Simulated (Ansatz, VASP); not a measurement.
One calculation of Cd, two programs

```
Cd
1.0
     2.97887    0.00000    0.00000
    -1.48944    2.57978    0.00000
     0.00000    0.00000    5.61765
Cd
2
Cartesian
  1.4894 0.8599 4.2132
  0.0000 1.7199 1.4044
```

Alike in both runs: task single point; functional PBE; k mesh 10 × 10 × 5; occupations fermi-dirac, width 0.05 eV; no spin polarisation.

|  | VASP | Ansatz |
| --- | --- | --- |
| version | VASP 6.6.1 | Ansatz 0.2.0 |
| potentials or method | VASP PAW PBE potentials, release 64 (Cd), cutoff 520 eV | all-electron LAPW, scalar-relativistic |

```csv
,VASP,Ansatz,Ansatz less VASP
gap on the k mesh at the Fermi level (eV),none,none,-
pressure (GPa),3.2,2.9,-0.34
largest component of the traceless stress (GPa),1.31,1.17,-0.140
```

A gap of «none» marks a metal or a gap that the smearing closes. Ansatz ran all-electron here, so the differences hold the error of VASP's frozen core and of both bases.
